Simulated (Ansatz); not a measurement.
**Moving the knobs of a GW run on SiC (F-43m)**

A base run on SiC (F-43m), then changed inputs.

Main program and level: Ansatz 0.2.0; G0W0 on PBE, plane waves, PAW; PAW set soft_1.

**1. The starting structure**

Symmetry: F-43m, No. 216, cubic system. The conventional cell has a = 4.358 Å, b = 4.358 Å, c = 4.358 Å, α = 90.00°, β = 90.00°, γ = 90.00°. Nearest to Si lie 4 C at 1.89 Å. Nearest to C lie 4 Si at 1.89 Å. Farther neighbours are not listed.

The cell and positions come from the Crystallography Open Database and are kept as given unless a step says otherwise.

**2. The base run: 6×6×6 mesh, 46 empty bands, screening to 100 eV, PAW set soft_1 files**

G0W0 replaces the xc potential by the self-energy, built once from these orbitals. Only a window of levels is corrected, while the sums run over the empty bands that the input names. This step takes PAW set soft_1 files.

input.yaml reads:

```yaml
crystal:
  lattice:
    - [0.0, 2.179, 2.179]
    - [2.179, 0.0, 2.179]
    - [2.179, 2.179, 0.0]
  atoms:
    - { symbol: Si, position: [0.0, 0.0, 0.0] }
    - { symbol: C, position: [0.25, 0.25, 0.25] }
kpoints:
  mp_grid: { grid: [6, 6, 6] }
hamiltonian:
  xc: pbe
  pseudopotentials: { kind: paw, azcp: { folder: soft_1 } }
scf:
  occupations: { method: fixed }
gw:
  n_empty_bands: 46
  ecut_chi: 100
  qp_bands: [v2, c2]
  qp_kpoints: band_edges
  screening: { model: contour_deformation }
```

The run is started by

```bash
$ ansatz run input.yaml --threads 3 --pin off --max-ram 92160MiB --backend cuda --events-out ev --progress --plain --runs-dir out --devices 1 --max-vram 13GiB
```

Numbers of over 12 decimals in the logs are rounded to 6 here.

Output:

```text
GPUs: using 1 of 1 available (devices: 1).
Engine: ansatz 0.2.0, x86_64-unknown-linux-gnu
Pseudopotentials: kind: paw
Pseudopotential: Si, paw, valence charge 4, recommended cutoff 420 eV (normal), soft_1/Si.paw.azcp
Pseudopotential: C, paw, valence charge 4, recommended cutoff 420 eV (normal), soft_1/C.paw.azcp
Functional definition: PBE
  parameter kappa = 0.804
  parameter beta = 0.066725
  exchange = pbe_x(kappa = kappa, mu = beta*pi^2/3)
  correlation = pbe_c(beta = beta)
device memory: the entry about to start is reckoned to put 0.4 GiB on a device that reports 26.6 GiB free (of which the cap on the GPU budget leaves the run 13.0 GiB)
GPU FFT provider: cuFFT
GPU libraries: cuBLAS 13.8.2, cuFFT 12.4.0, cuSOLVER 12.3.4
Crystal: 2 atoms, lattice volume = 20.692 Å³
Basis set: ecut = 420 eV, 411 PW (Γ)
Bands: 8, of which v1, the nominal top of the filled ones, is band 4 counted from 1 (3 counted from 0)
Symmetry: 24 space group operations
Space group: F-43m (ITA 216), of the structure as read, at distance tolerance 2.7e-5 Å
k-points: 16 of 216 (time reversal used)
Non-local potential: Si, projectors of the file, l = 0: 2, l = 1: 2, l = 2: 1
Non-local potential: C, projectors of the file, l = 0: 2, l = 1: 2, l = 2: 1
PAW form: soft (Blöchl's): semilocal exchange-correlation on the pseudo side does not see the compensation charge
PAW one-centre angular grid: Si, 110 points (default); XC on 64 Gauss nodes
PAW one-centre angular grid: C, 110 points (default); XC on 64 Gauss nodes
Initial density: superposition of atomic densities (chi_scale 0.1, normalization cell, long waves kept (reshape's long-wave potential 0.00 eV rms))
Initial wavefunctions: pseudopotential atomic-orbital guess
GPU buffer pool allocated for 13824 grid points (all kernels)
GPU transforms: local potential and band sums: pruned to the plane-wave sphere, on 24×24×24
Functional: x = pbe(κ = 0.804, μ = 0.219515), c = pbe(β = 0.066725)
SCF iter   1: F=—  HF=-888.653364 eV  |F-HF|=—  |Δ(HF+E_count)|=         —  Δρ=1.38e-1  dr2=4.86e0  ethr=3.10e-3  ⟨swp⟩=4.4  Hψ=888  notcnv=0  defer=13
preconditioner: auto → none  [insulator: Δε(μ)=3.270 eV  Ē_g=14.741 eV  n_scr=0 (ndim 8)  ℏωp=23.1 eV  f_vac=0.000  ε∞_Penn≈3.5]
SCF iter   2: F=—  HF=-887.227182 eV  |F-HF|=—  |Δ(HF+E_count)|=    1.43e0  Δρ=4.96e-2  dr2=3.17e-1  ethr=3.10e-3  ⟨swp⟩=3.1  Hψ=411  notcnv=0  defer=27
SCF iter   3: F=—  HF=-887.151105 eV  |F-HF|=—  |Δ(HF+E_count)|=   7.61e-2  Δρ=1.99e-2  dr2=4.25e-2  ethr=3.10e-3  ⟨swp⟩=2.2  Hψ=296  notcnv=0  defer=29
SCF iter   4: F=—  HF=-887.149012 eV  |F-HF|=—  |Δ(HF+E_count)|=   2.09e-3  Δρ=1.37e-3  dr2=2.29e-4  ethr=5.32e-4  ⟨swp⟩=2.0  Hψ=165  notcnv=0  defer=27
[...]
Fermi energy:    9.489145 eV
--- Per-component energies (eV) ---
  E_band       = 28.735875
  E_kinetic    = 133.424772
  E_local      = -95.486090  (includes V_loc(G=0)·N_el)
  E_nonlocal   = 45.139857
  E_hartree    = 31.872574
  E_xc         = -105.669112
  E_vxc        = -108.696595  (∫ρ·V_xc dr)
  E_paw        = -611.647398  (= ΣΔE_a)
  E_vpaw       = -9.391346  (= ΣTr[D̂ρ^β])
  E_aug_tail   = 0.000051  (compensation charges beyond the density's cutoff)
  E_ewald      = -284.783780
  E_smearing   = -0.000000  (= −TS)
  E_closure    = 0.000000  (closes the sum)
  Σ components = -887.149127   (vs F -887.149127, Δ=0.00e0)
--- Band table (eV; the first three rows and the last of 16) ---
  k-point 0: bands = ["-5.9221", "9.4891", "9.4891", "9.4891", "15.6930", "16.7886", "16.7886", "16.7886"]
  k-point 1: bands = ["-5.3830", "7.1159", "9.1585", "9.1585", "15.8151", "17.3056", "17.3056", "17.8244"]
  k-point 2: bands = ["-3.8563", "3.3083", "8.6431", "8.6431", "15.1622", "17.1257", "17.1257", "19.3876"]
  k-point 15: bands = ["-0.7324", "2.1931", "4.9772", "5.1011", "13.4777", "16.5775", "20.3024", "21.6860"]
--- G₀W₀: contour deformation, 6 samples at zero and on the imaginary axis and 2 off it, 216 q-points, 46 empty bands' worth ---
  eigenvalues of the whole cell's RPA ε∞ on this k-mesh (on a slab, of 1 + 4πα/V) = 7.1454, 7.1454, 7.1454; static W/v taken at q = 0 is 0.139950
  gw.qp_kpoints: band_edges: 9 of 16 stored k-points solved, in 1 pass; an edge of the gap read off the rows below is read off those points alone
    valence top: of the k-points left out ik 7 came nearest to being solved in a further pass, in band 4 (counted from 1, as in the quasiparticle table): it holds the edge there only if its correction is more favourable than any solved in that band by at least 1.154 eV; those differ by 0.281 eV
    conduction bottom: of the k-points left out ik 10 came nearest to being solved in a further pass, in band 5 (counted from 1, as in the quasiparticle table): it holds the edge there only if its correction is more favourable than any solved in that band by at least 1.371 eV; those differ by 0.400 eV
    ik  band        ε_KS         Σx   Σc(E_QP)       V_xc       Z   E_QP_lin       E_QP  E_QP is
     0     3      9.4891   -18.3527     2.2609   -15.7344  0.7917     9.1309     9.1318  root
     0     4      9.4891   -18.3527     2.2609   -15.7344  0.7917     9.1309     9.1318  root
     0     5     15.6930    -9.6381    -5.0860   -15.4326  0.7840    16.4067    16.4014  root
     0     6     16.7886    -8.1316    -5.0616   -13.9299  0.7981    17.5305    17.5254  root
     1     3      9.1585   -18.3804     2.3327   -15.6576  0.7905     8.7673     8.7684  root
     1     4      9.1585   -18.3804     2.3327   -15.6576  0.7905     8.7673     8.7684  root
     1     5     15.8151    -8.8643    -4.9666   -14.5193  0.7945    16.5076    16.5034  root
     1     6     17.3056    -7.9376    -5.2435   -13.9387  0.7925    18.0691    18.0633  root
[...]
12     3      6.2963   -18.5762     3.1538   -14.7839  0.7718     5.6528     5.6578  root
    12     4      6.2963   -18.5762     3.1538   -14.7839  0.7718     5.6528     5.6578  root
    12     5     10.8430    -7.1456    -3.8837   -11.3561  0.8184    11.1705    11.1699  root
    12     6     13.8105    -7.4546    -4.3633   -12.3389  0.8207    14.3332    14.3315  root
[key lines of the parts left out:]
SCF converged after 7 iterations
Free energy (F): -887.149127 eV
```

Wall time 13 s (1 × NVIDIA H100 80GB HBM3 (shared by 6 runs) with 3 threads of AMD EPYC 7R13 (Zen 3), shared host); peak memory 0.97 GiB; 15 s of CPU time.

Reading the cycles: dr2 is the Hartree energy of the density residual (eV), the measure of convergence; HF is the Harris–Foulkes estimate of the energy, which meets the free energy F at convergence.

Numbers from this step:

| Property | Result |
| --- | --- |
| bands summed | 50 |
| RPA ε∞ on this mesh (eigenvalues) | 7.145, 7.145, 7.145 |
| plane waves in the screening matrix | 59 |
| q-points in the mesh | 216 |
| G0W0 gap on the mesh | 2.038 eV |
| k of the valence top | 0, 0, 0 |
| k of the conduction bottom | 0, -0.5, -0.5 |
| starting gap on the mesh | 1.354 eV |
| Z at the valence top | 0.7917 |
| Z at the conduction bottom | 0.8184 |
| least direct G0W0 gap on the computed points | 5.512 eV |

The gap on the mesh goes from 1.35 eV to 2.04 eV, a correction of +0.68 eV. Between the two edge states, bare exchange in place of the xc potential would open the gap by 6.83 eV, and correlation takes back 6.14 eV.

**3. Variant: coarser q mesh**

Changes to input.yaml since step 2:

```diff
@@ -21 +21,2 @@
   screening: { model: contour_deformation }
+  q_mesh: [3, 3, 3]
```

Output:

```text
GPUs: using 1 of 1 available (devices: 1).
[...]
GPU FFT provider: cuFFT
GPU libraries: cuBLAS 13.8.2, cuFFT 12.4.0, cuSOLVER 12.3.4
Crystal: 2 atoms, lattice volume = 20.692 Å³
Basis set: ecut = 420 eV, 411 PW (Γ)
Bands: 8, of which v1, the nominal top of the filled ones, is band 4 counted from 1 (3 counted from 0)
Symmetry: 24 space group operations
[...]
k-points: 16 of 216 (time reversal used)
[...]
GPU buffer pool allocated for 13824 grid points (all kernels)
[...]
SCF iter   1: F=—  HF=-888.653364 eV  |F-HF|=—  |Δ(HF+E_count)|=         —  Δρ=1.38e-1  dr2=4.86e0  ethr=3.10e-3  ⟨swp⟩=4.4  Hψ=888  notcnv=0  defer=13
[...]
SCF iter   7: F=-887.149127 eV  HF=-887.149127 eV  |F-HF|=9.14e-10  |Δ(HF+E_count)|=   2.71e-8  Δρ=4.10e-6  dr2=1.75e-9  ethr=1.25e-9  ⟨swp⟩=2.0  Hψ=256  notcnv=0
SCF 1 converged in 7 iterations: F = -887.149127 eV  dr2 = 1.75e-9
[...]
NSCF: frozen V_eff on 16 k-points, pencils in batches of 32, up to order 32
[...]
NSCF: frozen V_eff on 16 k-points
G₀W₀ screening: q 1/4
[... further progress lines ...]
[...]
SCF converged after 7 iterations
Free energy (F): -887.149127 eV
[...]
Internal energy: -887.149127 eV  (E = F + TS)
E sigma→0 (E₀):  -887.149127 eV
Fermi energy:    9.489145 eV
[...]
--- Band table (eV; the first three rows and the last of 16) ---
[...]
0     3      9.4891   -18.9783     2.7939   -15.7344  0.7854     9.0376     9.0392  root
     0     4      9.4891   -18.9783     2.7939   -15.7344  0.7854     9.0376     9.0392  root
     0     5     15.6930    -9.2315    -5.4910   -15.4326  0.7732    16.4092    16.4031  root
     0     6     16.7886    -7.8543    -5.3268   -13.9299  0.7916    17.5419    17.5375  root
     1     3      9.1585   -18.8738     2.7681   -15.6576  0.7853     8.7088     8.7104  root
     1     4      9.1585   -18.8738     2.7681   -15.6576  0.7853     8.7088     8.7104  root
     1     5     15.8151    -8.4402    -5.3529   -14.5193  0.7854    16.5456    16.5412  root
     1     6     17.3056    -7.8028    -5.3890   -13.9387  0.7905    18.0588    18.0526  root
[...]
12     3      6.2963   -19.0277     3.5600   -14.7839  0.7669     5.6065     5.6125  root
    12     4      6.2963   -19.0277     3.5600   -14.7839  0.7669     5.6065     5.6125  root
    12     5     10.8430    -6.7400    -4.2853   -11.3561  0.8112    11.1746    11.1739  root
    12     6     13.8105    -7.0968    -4.7078   -12.3389  0.8135    14.3469    14.3448  root
```

Elapsed: 11 s, on 1 × NVIDIA H100 80GB HBM3 (shared by 6 runs) with 3 threads; peak memory 0.96 GiB.

Against the base:

```tsv
setting	base	variant
q mesh	-	[3, 3, 3]
```

```tsv
quantity	variant	base
starting gap on the mesh	1.354	1.354
G0W0 gap on the mesh	2.135	2.038
least direct G0W0 gap on the computed points	5.561	5.512
Z at the valence top	0.785	0.792
Z at the conduction bottom	0.811	0.818
```

**4. Variant: guard bands**

Changes to input.yaml since step 3:

```diff
@@ -16,4 +16,4 @@
 gw:
-  n_empty_bands: 46
-  ecut_chi: 100
+  n_empty_bands: 33
+  ecut_chi: 80
   qp_bands: [v2, c2]
@@ -21,2 +21,2 @@
   screening: { model: contour_deformation }
-  q_mesh: [3, 3, 3]
+  n_guard_bands: 12
```

Output:

```text
GPUs: using 1 of 1 available (devices: 1).
[...]
GPU FFT provider: cuFFT
GPU libraries: cuBLAS 13.8.2, cuFFT 12.4.0, cuSOLVER 12.3.4
Crystal: 2 atoms, lattice volume = 20.692 Å³
Basis set: ecut = 420 eV, 411 PW (Γ)
Bands: 8, of which v1, the nominal top of the filled ones, is band 4 counted from 1 (3 counted from 0)
Symmetry: 24 space group operations
[...]
k-points: 16 of 216 (time reversal used)
[...]
GPU buffer pool allocated for 13824 grid points (all kernels)
[...]
SCF iter   1: F=—  HF=-888.653364 eV  |F-HF|=—  |Δ(HF+E_count)|=         —  Δρ=1.38e-1  dr2=4.86e0  ethr=3.10e-3  ⟨swp⟩=4.4  Hψ=888  notcnv=0  defer=13
[...]
SCF iter   7: F=-887.149127 eV  HF=-887.149127 eV  |F-HF|=9.14e-10  |Δ(HF+E_count)|=   2.71e-8  Δρ=4.10e-6  dr2=1.75e-9  ethr=1.25e-9  ⟨swp⟩=2.0  Hψ=256  notcnv=0
SCF 1 converged in 7 iterations: F = -887.149127 eV  dr2 = 1.75e-9
[...]
G₀W₀ screening: q 1/16
[... further progress lines ...]
[...]
SCF converged after 7 iterations
Free energy (F): -887.149127 eV
[...]
Internal energy: -887.149127 eV  (E = F + TS)
E sigma→0 (E₀):  -887.149127 eV
Fermi energy:    9.489145 eV
[...]
--- Band table (eV; the first three rows and the last of 16) ---
[...]
bands read: the sum over 37 bands ends inside a degenerate multiplet in 2 slots, whose members it reads at an even weight; the widest, k=1: bands 37 to 38 (counted from 1) at 1/2 each
[...]
0     3      9.4891   -18.3527     2.4301   -15.7344  0.7937     9.3008     9.3011  root
     0     4      9.4891   -18.3527     2.4301   -15.7344  0.7937     9.3008     9.3011  root
     0     5     15.6930    -9.6381    -4.9579   -15.4326  0.7861    16.5369    16.5295  root
     0     6     16.7886    -8.1316    -4.9434   -13.9299  0.7991    17.6506    17.6436  root
     1     3      9.1585   -18.3804     2.4967   -15.6576  0.7925     8.9320     8.9323  root
     1     4      9.1585   -18.3804     2.4967   -15.6576  0.7925     8.9320     8.9323  root
     1     5     15.8151    -8.8643    -4.8463   -14.5193  0.7960    16.6296    16.6237  root
     1     6     17.3056    -7.9376    -5.1222   -13.9387  0.7937    18.1926    18.1846  root
[...]
12     3      6.2963   -18.5762     3.2822   -14.7839  0.7732     5.7831     5.7862  root
    12     4      6.2963   -18.5762     3.2822   -14.7839  0.7732     5.7831     5.7862  root
    12     5     10.8430    -7.1456    -3.8003   -11.3561  0.8192    11.2542    11.2533  root
    12     6     13.8105    -7.4546    -4.2615   -12.3389  0.8215    14.4358    14.4333  root
```

It took 12 s on 1 × NVIDIA H100 80GB HBM3 (shared by 6 runs) with 3 threads; peak memory 0.96 GiB; 5 s of CPU time.

The G0W0 gap on the mesh is 1.952 eV.

Against the base:

```tsv
setting	base	variant
empty bands	46	33
screening cutoff (eV)	100	80
n guard bands	-	12
```

```tsv
quantity	variant	base
starting gap on the mesh	1.354	1.354
G0W0 gap on the mesh	1.952	2.038
least direct G0W0 gap on the computed points	5.467	5.512
Z at the valence top	0.794	0.792
Z at the conduction bottom	0.819	0.818
```

**5. Results**

```json
{"base": "2.04 eV, 13 s", "coarser q mesh": "2.13 eV, 11 s", "guard bands": "1.95 eV, 12 s"}
```

Coarser q mesh: the gap moves by +0.10 eV; such settings are too crude to quote. Guard bands: the gap moves by −0.09 eV. The variant differs from the base in empty bands, screening cutoff and n guard bands together, so the change can't be laid to one of them. All runs here use a coarse mesh and modest cutoffs; they test settings and are not final values.

[Paths, hosts, dates, memory and timing lines, banners, echoed tables and standing remarks are left out of the program output.]

[Logs are printed without paths, hosts, clocks, repeated set-up lines and the standing remarks that a program may print on its own settings, such as how far it seeks lower states.]

[Runs of the session that timed out or met a known fault of the program may be left out.]

[Cells called generated may have been cut or substituted from an entry of the Crystallography Open Database or the Materials Project.]

[Hosts, paths, dates, database ids (printed as entryN), source tags and the programs' standing remarks are cut or masked in the printed files.]
